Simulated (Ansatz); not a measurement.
# One run on Pt (P63/mmc): field of 200 T on the spins

The calculation used DFT, PBE, all-electron LAPW, scalar-relativistic in Ansatz.

Command: `ansatz run input.yaml --threads 1 --pin off --max-ram 3072MiB --backend cpu --events-out ev --progress --plain --runs-dir out`

```yaml
crystal:
  lattice:
    - [2.7606656158, 0.0, 0.0]
    - [-1.3803328079, 2.3908065546, 0.0]
    - [0.0, 0.0, 4.792134]
  atoms:
    - { symbol: Pt, position: [0.6666666667, 0.3333333333, 0.75], spin: 0.05 }
    - { symbol: Pt, position: [0.3333333333, 0.6666666667, 0.25], spin: 0.05 }
magnetization:
  spin_polarized: true
  magnetic_field: 200
kpoints:
  mp_grid: { grid: [12, 12, 6] }
scf:
  occupations: { method: fermi_dirac, width: 0.03 }
  convergence: { dr2_threshold: 1.0e-10 }
  lower_state_search: "off"
hamiltonian:
  xc: pbe
  pseudopotentials: { kind: all_electron, lapw: { basis_error: 0.001 } }
output:
  forces: true
  stress: true
  eigenvalues: false
```

Log:

```
settings of this run that can trade accuracy for cost: output.eigenvalues: false. Do not mix this run's numbers with those of runs without the same settings; the input reference describes each key
LAPW: plane waves up to 8.467 Å⁻¹, error target 1.0e-3 eV per atom; small_component_spin mean_spin; Pt in spheres of 1.380 Å, 42 of its electrons in bands, Dirac shells [] (how accurate: hamiltonian.pseudopotentials.lapw.basis_error, Limitations)
Engine: ansatz 0.2.0
Pseudopotentials: kind: all_electron
Pseudopotential: Pt, LAPW, valence charge 42, lapw/all_electron/scalar/gaussian/Pt, Koelling and Harmon's equation, gaussian nucleus
Functional definition: PBE
  parameter kappa = 0.804
  parameter beta = 0.06672455060314922
  exchange = pbe_x(kappa = kappa, mu = beta*pi^2/3)
  correlation = pbe_c(beta = beta)
Crystal: 2 atoms, lattice volume = 31.629 Å³
Basis set: ecut = 273.14570013698903 eV, 337 PW (Γ), exchange–correlation at level 2
Bands: 51, of which v1, the nominal top of the filled ones, is band 42 counted from 1 (41 counted from 0)
Symmetry: 24 space group operations
Space group: P63/mmc (ITA 194), of the structure as read, at distance tolerance 3.2e-5 Å
Magnetic group: BNS 194.263 (UNI 1493), of the structure as read, at distance tolerance 3.2e-5 Å
k-points: 76 of 864
Non-local potential: Pt, projectors of the file, none
Initial density: superposition of atomic densities (chi_scale 0.1, normalization cell)
Starting moments: Σ|m| = 0.1 μB on 2 of 2 sites
Magnetic field: 200 T along the axis of the moments, on the spin alone (11.5768 meV per μB along it)
Initial wavefunctions: plane waves of lowest kinetic energy (no species holds an atomic orbital)
Functional: x = pbe(κ = 0.804, μ = 0.2195149727645171), c = pbe(β = 0.06672455060314922)
iter 1 solved again at ethr=2.38e-4 eV; its pass at ethr=1.00e-1 eV (dr2=2.00e-1 eV) is discarded
SCF iter   1: F=—  HF=-1001915.217491 eV  |F-HF|=—  |Δ(HF+E_count)|=         —  Δρ=1.68e-2 (↑1.64e-2 ↓1.68e-2)  dr2=2.00e-1  dr2_m=1.90e-5  M=0.101 μB ∫|m|=0.101 μB  β_m=1.00  ethr=2.38e-4  ⟨swp⟩=3.0  Hψ=48245  notcnv=0
preconditioner: auto → Kerker (q_TF=auto, 3.211 Å⁻¹)  [metal: Δε(μ)=0.013 eV  Ē_g=14.393 eV  σ=0.030 eV  W_gap=0.11  n_scr=22 (ndim 8)  ℏωp=29.5 eV  f_vac=0.012  D(μ)=3.82/eV (n_scr^D=42)]
[...]
the basis was enlarged: its passes take 1.3 MiB over the memory plan, 2 of 2 planned eigensolver slots
[...]
SCF iter  18: F=—  HF=-1001914.533228 eV  |F-HF|=—  |Δ(HF+E_count)|=   1.35e-8  Δρ=7.88e-7 (↑7.45e-7 ↓7.88e-7)  dr2=6.60e-10  dr2_m=1.79e-11  M=0.382 μB ∫|m|=0.389 μB  β_m=0.75  ethr=9.19e-12 (applied; sched 3.03e-12)  ⟨swp⟩=2.0  Hψ=22577  notcnv=0
[...]
Spin contamination: 0.0004 ħ² per cell (⟨S²⟩ above its minimum at these occupations)
Per-site moments (μB) at R_I (Å): [(0.19212103126577063, 1.380332787320745), (0.19212103126577063, 1.380332787320745)]
Free energy (F): -1001914.533228 eV
Harris-Foulkes:  -1001914.533228 eV  (|F-HF|=1.16e-9)
Internal energy: -1001914.520563 eV  (E = F + TS)
E sigma→0 (E₀):  -1001914.526895 eV
Entropy (-TS):   -0.012665 eV (-6.333 meV/atom)
Fermi energy:    27.155187 eV
--- Per-component energies (eV) ---
  E_band       = -6740.110807
  E_kinetic    = 1137775.634304
  E_xc         = -19387.388759
  E_zeeman     = -0.004423  (= −μ_B·B·M)
  E_electrostatic = -2120302.761685  (all electrons and nuclei)
  E_smearing   = -0.012665  (= −TS)
  E_closure    = -0.000000  (closes the sum)
  E_atoms      = -1001902.435662  (free atoms, spherical and without spin; not in F)
  Σ components = -1001914.533228   (vs F -1001914.533228, Δ=0.00e0)
  Basis errors (estimates in eV, not in F): energy 2.5e-4 per atom: plane waves 2.1e-4 (1.1e-4 summed), levels above the bands 5.6e-218, relativity 7.3e-8, radial functions 3.8e-5, core shells 1.2e-7; eigenvalues (radial functions only) 3.4e-6; not estimated: angular momenta, meshes, grids; target (lapw.basis_error) 1.0e-3; muffin-tin radii Pt 1.380 Å
--- Forces (eV/Å), atoms counted from 1 ---
  atom   1  Pt    -0.00000000     0.00000000    -0.00000000
  atom   2  Pt     0.00000000    -0.00000000     0.00000000
  max |Σ_I F_I| component: 4.63e-18 eV/Å
--- Stress (GPa, compression-positive) ---
       -0.615031      -0.000000      -0.000000
       -0.000000      -0.615031      -0.000000
       -0.000000      -0.000000      -0.993678
  P = ⅓ Tr σ = -0.7412 GPa (-7.412 kbar)
settings of this run that can trade accuracy for cost: output.eigenvalues: false. Do not mix this run's numbers with those of runs without the same settings; the input reference describes each key
```

Site moments (μB): Pt1 0.19, Pt2 0.19. Cell moment 0.38 μB.

The magnetic group in the log treats spin as a scalar label, without spin–orbit coupling.

The Ansatz runs typed with the search for lower states off end where their start leads. Spin–orbit coupling is left out although heavy atoms are present. These are results for the start and cell typed. The real compound can order otherwise, in a larger cell, or not at all, since semilocal functionals at zero temperature often overstate magnetism.

It took 2.5 min on 1 thread of Arm Neoverse V1, on a shared host, peak memory 0.7 GiB.
